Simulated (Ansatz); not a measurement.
# WS2 in Ansatz: notebook, part 2 of 2

Ansatz 0.2.0. Earlier steps stand in the parts before.

**3. Density of states, r2SCAN+U**

input.yaml

```yaml
crystal:
  lattice:
    - [3.1829541699, 0.0, 0.0]
    - [-1.591477085, 2.7565191702, 0.0]
    - [0.0, 0.0, 28.53221786]
  atoms:
    - { symbol: W, position: [0.6666666667, 0.3333333333, 0.43436168] }
    - { symbol: W, position: [0.6666666667, 0.3333333333, 0.88553378] }
    - { symbol: W, position: [0.0, 0.0, 0.65928643] }
    - { symbol: S, position: [0.6666666667, 0.3333333333, 0.60462521] }
    - { symbol: S, position: [0.0, 0.0, 0.37971025] }
    - { symbol: S, position: [0.0, 0.0, 0.83084828] }
    - { symbol: S, position: [0.6666666667, 0.3333333333, 0.71395221] }
    - { symbol: S, position: [0.0, 0.0, 0.48903042] }
    - { symbol: S, position: [0.0, 0.0, 0.94018573] }
hamiltonian:
  xc: r2scan
  pseudopotentials: { kind: paw }
  hubbard: { sites: [{ species: W, l: d, u_eff: 6.0 }] }
kpoints:
  mp_grid: { grid: [7, 7, 1] }
scf:
  occupations: { method: fermi_dirac, width: 0.05 }
  n_extra_bands: 22
output:
  forces: true
  stress: true
  eigenvalues: true
  dos: { projected: false, de: 0.05, nscf_kmesh: { grid: [11, 11, 2] } }
  write_density: true
  write_potential: true
  elf: true
  volumetric_format: npy
```

Potentials or basis: Ansatz PAW.

Started as:

```bash
$ ansatz run input.yaml --threads 4 --pin off --max-ram 11264MiB --backend cpu --events-out ev --progress --plain --runs-dir out
```

What it wrote:

```text
Warning: RAYON_NUM_THREADS=4 ignored (pool sized by the plan → 4); use --threads N
W: projections on atomic orbitals take those of the free atom [Kr 4d10 4f14] 5s2 5p6 5d4 6s2, of charge +0.00 (hamiltonian.pseudopotentials.projection_atoms); the dataset's partial waves leave at most 6.5e-5 of an orbital's norm unspanned inside its sphere
S: projections on atomic orbitals take those of the free atom [Ne] 3s2 3p4, of charge +0.00 (hamiltonian.pseudopotentials.projection_atoms); the dataset's partial waves leave at most 1.6e-7 of an orbital's norm unspanned inside its sphere
scf.n_extra_bands = 22 over 39 filled bands (N_el = 78.0): the run solves 61 bands
Engine: ansatz 0.2.0, aarch64-unknown-linux-gnu
Pseudopotentials: kind: paw
Pseudopotential: W, paw, valence charge 14, recommended cutoff 500 eV (meta_gga), W.paw.azcp
Pseudopotential: S, paw, valence charge 6, recommended cutoff 500 eV (meta_gga), S.paw.azcp
Functional definition: r2SCAN
  parameter k0 = 0.174
  parameter k1 = 0.065
  parameter a1 = 4.9479
  exchange = r2scan_x(k0 = k0, k1 = k1, a1 = a1)
  correlation = r2scan_c
Crystal: 9 atoms, lattice volume = 250.338 Å³
Basis set: ecut = 500 eV, 6327 PW (Γ), exchange–correlation on 96×96×864 points (64 copies of the dense FFT grid, shifted against one another)
[... 49 lines left out ...]
  E_paw        = -29436.430979  (= ΣΔE_a)
  E_vpaw       = -430.511167  (= ΣTr[D̂ρ^β])
  E_aug_tail   = -0.000142  (compensation charges beyond the density's cutoff)
  E_vtau       = 67.035365  (kinetic-family band-sum trace: ∫τ·v_τ [+ j·A + Jᵃ·Aᵃ] dr)
  E_ewald      = 13476.725544
  E_core_change = -2.422447  (= ΣΔE_core)
  E_smearing   = -0.000000  (= −TS)
  E_closure    = 0.000000  (closes the sum)
  Σ components = -36612.694097   (vs F -36612.694097, Δ=0.00e0)
--- Forces (eV/Å), atoms counted from 1 ---
  atom   1  W     -0.00000000    -0.00000000    -0.00572945
  atom   2  W     -0.00000000    -0.00000000    -0.00380615
  atom   3  W      0.00000000     0.00000000     0.00392627
  atom   4  S     -0.00000000    -0.00000000    -0.00244239
  atom   5  S      0.00000000     0.00000000    -0.01379767
  atom   6  S      0.00000000     0.00000000     0.00437908
  atom   7  S     -0.00000000    -0.00000000     0.00685065
  atom   8  S      0.00000000     0.00000000    -0.00176648
  atom   9  S      0.00000000     0.00000000     0.01246410
  max |Σ_I F_I| component: 7.80e-5 eV/Å
--- Stress (GPa, compression-positive) ---
        0.724465      -0.000000      -0.000000
        0.000000       0.724465      -0.000000
       -0.000000      -0.000000       0.170360
  P = ⅓ Tr σ = 0.5398 GPa (5.398 kbar)
--- Band table (eV; the first three rows and the last of 8) ---
  k-point 0: bands = ["-71.1856", "-71.1844", "-71.1843", "-34.7315", "-34.7297", "-34.7297", "-34.6947", "-34.6947", "-34.6935", "-34.6935", "-34.6934", "-34.6934", "-10.7186", "-10.6713", "-10.6291", "-8.9978", "-8.9051", "-8.8215", "-2.3261", "-2.0948", "-1.8617", "1.7253", "1.7253", "1.7308", "1.7308", "1.7330", "1.7330", "2.0390", "2.5680", "3.2127", "3.2549", "3.2549", "3.2681", "3.2681", "3.2769", "3.2769", "4.0993", "4.5321", "4.8277", "8.0037", "8.0037", "8.0419", "8.0419", "8.0778", "8.0778", "8.1151", "8.1151", "8.1174", "8.1174", "8.1204", "8.1204", "10.4388", "10.5321", "10.6321", "10.8133", "11.1910", "12.4221", "13.8924", "13.9975", "14.1281", "14.2127"]
  k-point 1: bands = ["-71.1813", "-71.1801", "-71.1800", "-34.7635", "-34.7623", "-34.7621", "-34.7186", "-34.7168", "-34.7167", "-34.7105", "-34.7093", "-34.7092", "-10.3764", "-10.3293", "-10.2872", "-8.8470", "-8.7626", "-8.6876", "-1.9076", "-1.6789", "-1.4450", "0.9430", "0.9541", "0.9607", "1.4992", "1.8155", "2.0508", "2.0596", "2.0611", "2.0640", "2.7720", "2.7878", "2.7990", "3.2054", "3.3466", "3.6335", "3.9804", "4.2510", "4.3903", "7.3416", "7.4692", "7.6275", "7.7183", "7.7679", "7.8116", "8.0364", "8.1012", "8.1634", "8.6692", "8.6939", "8.7111", "11.0340", "11.3957", "11.8682", "12.0575", "12.1011", "12.8734", "14.0684", "14.2283", "14.5865", "14.7545"]
  k-point 2: bands = ["-71.1722", "-71.1710", "-71.1710", "-34.9144", "-34.9131", "-34.9129", "-34.7459", "-34.7447", "-34.7445", "-34.6900", "-34.6882", "-34.6882", "-9.5088", "-9.4656", "-9.4272", "-8.4868", "-8.4247", "-8.3720", "-1.2129", "-1.0653", "-0.9305", "-0.1907", "-0.1081", "0.0107", "0.4722", "0.6234", "0.7098", "1.9637", "1.9823", "1.9964", "2.7802", "2.7928", "2.8010", "2.8157", "2.9698", "3.1872", "3.3609", "3.4178", "3.4328", "6.9751", "7.2159", "7.4307", "7.4752", "7.4806", "7.5145", "8.5886", "8.7687", "8.9607", "9.5077", "9.5767", "9.6363", "12.0792", "12.2252", "12.3853", "12.6466", "12.7295", "13.5401", "13.6063", "13.8130", "13.9514", "14.3561"]
  k-point 7: bands = ["-71.1636", "-71.1624", "-71.1623", "-34.9816", "-34.9803", "-34.9801", "-34.8845", "-34.8833", "-34.8831", "-34.6582", "-34.6564", "-34.6563", "-8.2706", "-8.2529", "-8.2411", "-7.9750", "-7.9567", "-7.9457", "-1.1472", "-1.1179", "-1.1032", "-0.8595", "-0.8242", "-0.7955", "0.4082", "0.4216", "0.4405", "0.7246", "0.7980", "0.9058", "1.2175", "1.3693", "1.4325", "2.5470", "2.5924", "2.6665", "4.3260", "4.3624", "4.3919", "6.5062", "6.5429", "6.5714", "8.3594", "8.5014", "8.6962", "8.7009", "8.8489", "8.9965", "10.5809", "10.7204", "10.8838", "11.7930", "11.9144", "11.9187", "12.3757", "12.7722", "13.2433", "14.4126", "14.4534", "14.6723", "15.1822"]
Occupation matrices written to <dir>
```

dos.tsv:

```text
# E-E_F[eV]	g_bin_mean(E)[states/eV]	N(E)
# format = ansatz-dos/2
# fermi_ev = 5.484406
# fermi_mp_grid = 11 11 2
# fermi_mp_shift = 0 0 0
# nscf_kmesh_grid = 11 11 2
# nscf_kmesh_shift = 0 0 0
# g_bin_mean(E): the states in a bin one row spacing wide, centred on E, divided by that spacing. States that the method places at a single energy (under output.dos.method: tetrahedron, those of a tetrahedron whose four corners have one energy) are counted whole in the row whose bin holds that energy (on the edge of two bins, in the lower row). The sum of g_bin_mean over a run of rows, times the row spacing, is the number of states from half a spacing under the first of them to half a spacing over the last (a plain sum, not the trapezoid rule).
-77.169960	0.000000e0	0.000000e0
-77.119960	0.000000e0	0.000000e0
-77.069960	0.000000e0	0.000000e0
-77.019960	0.000000e0	0.000000e0
-76.969960	0.000000e0	0.000000e0
-76.919960	0.000000e0	0.000000e0
[... 1751 lines left out ...]
10.680040	0.000000e0	1.220000e2
10.730040	0.000000e0	1.220000e2
```

rho_z.tsv:

```text
# z_ang	rho[e/angstrom^3]
# format = ansatz-planar-average/11
# lattice	3.182954170	0.000000000	0.000000000
# lattice	-1.591477085	2.756519170	0.000000000
# lattice	0.000000000	0.000000000	28.532217860
# sites	9
# site	74	1.591477085	0.918839723	12.393302084
# site	74	1.591477085	0.918839723	25.266242733
# site	74	-0.000000000	-0.000000000	18.810904053
# site	16	1.591477085	0.918839723	17.251298215
# site	16	-0.000000000	-0.000000000	10.833975577
# site	16	-0.000000000	-0.000000000	23.705944134
# site	16	1.591477085	0.918839723	20.370639997
# site	16	-0.000000000	-0.000000000	13.953122484
# site	16	-0.000000000	-0.000000000	26.825584077
0.000000	1.285332e-2
0.132094	8.333284e-3
0.264187	5.394825e-3
0.396281	3.496037e-3
0.528374	2.265484e-3
0.660468	1.472304e-3
[... 208 lines left out ...]
28.268031	3.033418e-2
28.400124	1.977956e-2
```

Wall time 28 s (4 threads of Arm Neoverse V1, shared host); peak memory 1.5 GiB.

What came out:

```
Free energy            : -36612.6941 eV
Largest force          : 0.014 eV/Å
Band gap on the k mesh : 1.68 eV, indirect (least direct gap 2.11 eV)
```

Forces on the atoms (eV/Å):
```
W    0.000  0.000 -0.006
W    0.000  0.000 -0.004
W    0.000  0.000  0.004
S    0.000  0.000 -0.002
S    0.000  0.000 -0.014
S    0.000  0.000  0.004
S    0.000  0.000  0.007
S    0.000  0.000 -0.002
S    0.000  0.000  0.012
```

Levels at points of the mesh, in eV from the valence-band top:
| k point | band 36 | band 37 | band 38 | band 39 | band 40 | band 41 | band 42 | band 43 |
| --- | --- | --- | --- | --- | --- | --- | --- | --- |
| (0.00, 0.00, 0.00) | -1.55 | -0.73 | -0.30 | 0.00 | 3.18 | 3.18 | 3.21 | 3.21 |

States per cell in windows of 0.5 eV (zero at the valence-band top; states under -8 eV left out):
```csv
from (eV),total
-8.0,0.00
-7.5,0.04
-7.0,1.12
-6.5,3.37
-6.0,2.18
-5.5,2.45
-5.0,4.64
-4.5,2.31
-4.0,2.89
-3.5,4.62
-3.0,2.72
-2.5,4.99
-2.0,3.80
-1.5,4.18
-1.0,2.11
-0.5,0.58
0.0,0.00
0.5,0.00
1.0,0.10
1.5,0.74
2.0,3.08
2.5,5.32
3.0,3.46
3.5,2.95
4.0,2.86
4.5,1.99
5.0,2.49
5.5,1.47
6.0,1.25
6.5,1.80
7.0,1.86
7.5,2.03
```

Eigenvalues of the final occupation matrices:
```tsv
site	spin	trace	eigenvalues
site 1	1	2.44	0.42 0.42 0.49 0.49 0.62
site 2	1	2.44	0.42 0.42 0.49 0.49 0.62
site 3	1	2.44	0.42 0.42 0.49 0.49 0.62
```

Caveat: odd divisions of the mesh miss points on the zone boundary, where band edges often lie, so the gap on the mesh can be too wide; spin-orbit coupling is left out, which moves the levels of the heavy elements; the PAW data sets come from PBE, with cores solved anew for the run's functional, which leaves a small shift of forces and pressure; the density of states is complete only up to the lowest level of the last band computed.

**4. Density of states, r2SCAN+U**

Changes to input.yaml since step 3:

```diff
@@ -18,3 +18,3 @@
   pseudopotentials: { kind: paw }
-  hubbard: { sites: [{ species: W, l: d, u_eff: 6.0 }] }
+  hubbard: { sites: [{ species: W, l: d, u_eff: 8.0 }] }
 kpoints:
@@ -29,5 +29 @@
   dos: { projected: false, de: 0.05, nscf_kmesh: { grid: [11, 11, 2] } }
-  write_density: true
-  write_potential: true
-  elf: true
-  volumetric_format: npy
```

Started as:

```bash
$ ansatz run input.yaml --threads 4 --pin off --max-ram 11264MiB --backend cpu --events-out ev --progress --plain --runs-dir out
```

It took 29 s on 4 threads of Arm Neoverse V1, shared host; peak memory 1.5 GiB.

Results (log left out):

* Free energy: -36605.4581 eV
* Largest force: 0.029 eV/Å
* Band gap on the k mesh: 1.68 eV, indirect (least direct gap 1.75 eV)

Forces in eV/Å, atoms in the order of the input:
```
W    0.000  0.000 -0.004
W    0.000  0.000 -0.005
W    0.000  0.000  0.004
S    0.000  0.000  0.022
S    0.000  0.000  0.011
S    0.000  0.000  0.029
S    0.000  0.000 -0.018
S    0.000  0.000 -0.026
S    0.000  0.000 -0.012
```

Stress tensor (GPa, compression positive):
```
3.00 0.00 0.00
0.00 3.00 0.00
0.00 0.00 0.01
```

Levels at points of the mesh, in eV from the valence-band top:
| k point | band 35 | band 36 | band 37 | band 38 | band 39 | band 40 | band 41 | band 42 | band 43 | band 44 |
| --- | --- | --- | --- | --- | --- | --- | --- | --- | --- | --- |
| (0.00, 0.00, 0.00) | -0.88 | -0.88 | -0.76 | -0.24 | 0.00 | 3.81 | 3.81 | 3.84 | 3.84 | 3.88 |

States per cell in windows of 0.5 eV (zero at the valence-band top; states under -8 eV left out):
```tsv
from (eV)	total
-8.0	0.00
-7.5	0.03
-7.0	0.37
-6.5	1.39
-6.0	3.88
-5.5	0.76
-5.0	3.16
-4.5	4.46
-4.0	1.94
-3.5	2.34
-3.0	5.08
-2.5	3.22
-2.0	4.50
-1.5	5.01
-1.0	4.46
-0.5	1.23
0.0	0.18
0.5	0.00
1.0	0.17
1.5	0.39
2.0	1.30
2.5	3.18
3.0	3.54
3.5	3.24
4.0	2.96
4.5	3.10
5.0	1.94
5.5	2.81
6.0	1.73
6.5	1.42
7.0	1.81
7.5	1.86
```

Eigenvalues of the final occupation matrices:
| site | spin | trace | eigenvalues |
| --- | --- | --- | --- |
| site 1 | 1 | 2.42 | 0.41 0.41 0.44 0.44 0.73 |
| site 2 | 1 | 2.42 | 0.41 0.41 0.44 0.44 0.73 |
| site 3 | 1 | 2.42 | 0.41 0.41 0.44 0.44 0.73 |

Caveat: odd divisions of the mesh miss points on the zone boundary, where band edges often lie, so the gap on the mesh can be too wide; spin-orbit coupling is left out, which moves the levels of the heavy elements; the PAW data sets come from PBE, with cores solved anew for the run's functional, which leaves a small shift of forces and pressure; the density of states is complete only up to the lowest level of the last band computed.

**5. Summary**

| U | gap on the mesh (eV) | largest force (eV/Å) |
| --- | --- | --- |
| W d U = 5 eV | 1.70 | 0.01 |
| W d U = 6 eV | 1.68 | 0.01 |
| W d U = 8 eV | 1.68 | 0.03 |

Alike in all rows: task density of states; level r2SCAN+U; potentials or basis Ansatz PAW; no spin polarisation; cell as given; k mesh 7 × 7 × 1; cutoff (eV) 500; smearing fermi-dirac 0.05 eV.

On the cell as given the gap runs from 1.68 eV (r2SCAN+U) to 1.70 eV (r2SCAN+U).

Caveats: odd divisions of the mesh miss points on the zone boundary, where band edges often lie, so the gap on the mesh can be too wide; spin-orbit coupling is left out, which moves the levels of the heavy elements; the PAW data sets come from PBE, with cores solved anew for the run's functional, which leaves a small shift of forces and pressure; the density of states is complete only up to the lowest level of the last band computed.

Absolute energies hang on the potentials; compare differences alone.
